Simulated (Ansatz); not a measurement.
## LaH₃: energy above given cell and pressure against volume ratio

Results calculated with Ansatz 0.2.0, not measured. Plane-wave density functional theory, PAW datasets, Gaussian smearing 0.05 eV: equation of state, the given zero-pressure cell scaled in volume with shape and atoms relaxed.

The cell before it is scaled or strained (space group I4/mmm, No. 139):
```
CELL_PARAMETERS angstrom
-1.95930 1.95930 2.81590
1.95930 -1.95930 2.81590
1.95930 1.95930 -2.81590
ATOMIC_POSITIONS crystal
H 0.75000 0.25000 0.50000
H 0.25000 0.75000 0.50000
H 0.50000 0.50000 0.00000
La 0.00000 0.00000 0.00000
```

Settings of every row: functional mr2SCAN; exact exchange fraction 0; fraction rule fixed; exchange screening 0 Å⁻¹; dispersion none; spin treatment none; moment partition spheres; spin axis none; wave cutoff 500 eV; k mesh 8x8x8.

Atom hubbard u: 0 on all atoms.

Limits: a gap on the mesh alone may be smaller or close between its points; no spin-orbit coupling, which matters for these elements; the cell comes from a prototype or a list of computed structures and needn't be the stable phase.

| row | volume ratio | V (Å³/atom) | energy above given cell (meV per atom) | pressure (GPa) |
| --- | --- | --- | --- | --- |
| 1 | 0.96 | 10.378 | 4.79 | 3.61 |
| 2 | 0.98 | 10.594 | 1.19 | 1.74 |
| 3 | 1 | 10.81 | 0 | 0.04 |
| 4 | 1.02 | 11.026 | ? | ? |
| 5 | 1.04 | 11.242 | 4 | -2.92 |

Question: what energy above given cell and pressure should row 4 give?

Worked fit of energy above given cell. Take u = (V_r/V)^(2/3) − 1 with V_r = 10.702 Å³ an atom, which is twice the finite (Eulerian) strain; such expansions in the strain, on which the Birch-Murnaghan equation of state is built, carry the rest volume and the bulk modulus. The shown rows have u = 0.02071, 0.00678, -0.00667, -0.03228. Least squares give energy above given cell = 0.307 + 87.2 × u + 6244.7 × u² meV per atom; a straight line predicts inner rows, each left out in turn, worse (root mean square 2.7 against 0.009 meV per atom). All shown rows lie on it to the printed digit. Its lowest point lies at u = -0.0070, or V = 10.82 Å³ an atom, and the curvature there gives the bulk modulus with shape and atoms relaxed, B = (4/9)(1 + u)² E″(u)/V = 81.1 GPa. The withheld row has u = -0.01969, so the fit gives 0.307 + 87.2 × (-0.01969) + 6244.7 × (-0.01969)² = 1.01 meV per atom.

The calculation gave 1 meV per atom. The fit lies 0.01 meV per atom (1 % of the value, 0.21 % of the column's range) above it, one unit of the last digit.

Worked fit of pressure. Take u = (V_r/V)^(2/3) − 1 with V_r = 10.702 Å³ an atom, which is twice the finite (Eulerian) strain; such expansions in the strain, on which the Birch-Murnaghan equation of state is built, carry the rest volume and the bulk modulus. The shown rows have u = 0.02071, 0.00678, -0.00667, -0.03228. Least squares give pressure = 0.87 + 126.47 × u + 280.2 × u² GPa; a straight line predicts inner rows, each left out in turn, worse (root mean square 0.12 against 0.0016 GPa). All shown rows lie on it to the printed digit. The pressure vanishes at u = -0.0070, or V = 10.82 Å³ an atom, and there the bulk modulus with shape and atoms relaxed is B = −V dP/dV = (2/3)(1 + u) dP/du = 81.1 GPa. The withheld row has u = -0.01969, so the fit gives 0.87 + 126.47 × (-0.01969) + 280.2 × (-0.01969)² = -1.51 GPa.

The calculation gave -1.51 GPa. The fit meets it to the printed digit.
